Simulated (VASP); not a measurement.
# Nb: intraband terms of a metal's spectrum

Nb, Im-3m (no. 229), 1 atom in the cell. PBE, independent-particle dielectric function; PAW potentials Nb_sv (PBE set).

## Input

INCAR.step1:
```
SYSTEM = Nb
EDIFF = 1E-7
ENCUT = 340
ISMEAR = 1
KPAR = 4
LASPH = .TRUE.
LCHARG = .TRUE.
LMAXMIX = 4
LWAVE = .FALSE.
PREC = Accurate
SIGMA = 0.1
```

INCAR.step2:
```
SYSTEM = Nb
CSHIFT = 0.1
EDIFF = 1E-6
ENCUT = 340
ICHARG = 11
ISMEAR = 0
KPAR = 4
LASPH = .TRUE.
LCHARG = .FALSE.
LMAXMIX = 4
LWAVE = .TRUE.
NBANDS = 20
NEDOS = 3000
OMEGAMAX = 30
PREC = Accurate
SIGMA = 0.3
```

INCAR.step3, as INCAR.step2 but for:
```
- LWAVE = .TRUE.
+ ALGO = None
+ ISTART = 1
+ LOPTICS = .TRUE.
+ LWAVE = .FALSE.
+ NELM = 1
```

INCAR.step4, as INCAR.step3 but for:
```
+ WPLASMAI = 0.03
```

INCAR.step5 to INCAR.step6 change the same tag again: WPLASMAI = 0.1, 0.3.

INCAR.step7, as INCAR.step6 but for:
```
- WPLASMAI = 0.3
+ RTIME = 40
```

INCAR.step8, as INCAR.step7 but for:
```
- RTIME = 40
+ RTIME = 1
```

INCAR.step9, as INCAR.step8 but for:
```
- RTIME = 1
+ LNABLA = .TRUE.
```

INCAR.step10, as INCAR.step9 but for:
```
- ISMEAR = 0
- LNABLA = .TRUE.
+ ISMEAR = -5
```

KPOINTS.step1:
```
k-points
0
Gamma
  11 11 11
```

KPOINTS.step2:
```
k-points
0
Gamma
  23 23 23
```

POSCAR:
```
Nb
1.0
   -1.6639500000      1.6639500000      1.6639500000
    1.6639500000     -1.6639500000      1.6639500000
    1.6639500000      1.6639500000     -1.6639500000
Nb
1
Direct
    0.0000000000      0.0000000000      0.0000000000
```

Commands (each step's output is kept before the next begins):
```
cat potpaw_PBE.64/Nb_sv/POTCAR > POTCAR
cp INCAR.step1 INCAR
cp KPOINTS.step1 KPOINTS
mpirun -np 4 vasp_std > vasp.out
cp INCAR.step2 INCAR
cp KPOINTS.step2 KPOINTS
mpirun -np 4 vasp_std > vasp.out
cp INCAR.step3 INCAR
mpirun -np 4 vasp_std > vasp.out
cp INCAR.step4 INCAR
mpirun -np 4 vasp_std > vasp.out
cp INCAR.step5 INCAR
mpirun -np 4 vasp_std > vasp.out
cp INCAR.step6 INCAR
mpirun -np 4 vasp_std > vasp.out
cp INCAR.step7 INCAR
mpirun -np 4 vasp_std > vasp.out
cp INCAR.step8 INCAR
mpirun -np 4 vasp_std > vasp.out
cp INCAR.step9 INCAR
mpirun -np 4 vasp_std > vasp.out
cp INCAR.step10 INCAR
mpirun -np 4 vasp_std > vasp.out
```

## Result

- Bands: 20

One ground state, settings moved in the last step alone:

| Settings | Plasma frequency (eV) | Im ε at 0.5 eV | Im ε at 1 eV | Im ε at 2 eV | Im ε at 4 eV | Time (s) |
|---|---|---|---|---|---|---|
| interband part alone | 8.54 | 15.2 | 17.0 | 20.0 | 20.6 | 10 |
| Drude term, WPLASMAI 0.03 | 8.54 | 32.7 | 19.2 | 20.3 | 20.6 | 9 |
| Drude term, WPLASMAI 0.1 | 8.54 | 71.4 | 24.2 | 21.0 | 20.7 | 8 |
| Drude term, WPLASMAI 0.3 | 8.54 | 144.1 | 37.1 | 22.7 | 20.9 | 10 |
| relaxation time RTIME 40 fs | 8.54 | 24.8 | 18.2 | 20.2 | 20.6 | 10 |
| relaxation time RTIME 1 fs | 8.54 | 155.9 | 50.5 | 25.5 | 21.3 | 10 |
| transversal form (LNABLA) | 8.50 | 14.8 | 16.5 | 19.4 | 20.2 | 9 |
| tetrahedron method | – | – | – | – | – | no result |

VASP 6.6.1 took 89 s on 4 cores (Intel Xeon Platinum 8488C (Sapphire Rapids)), a shared host.
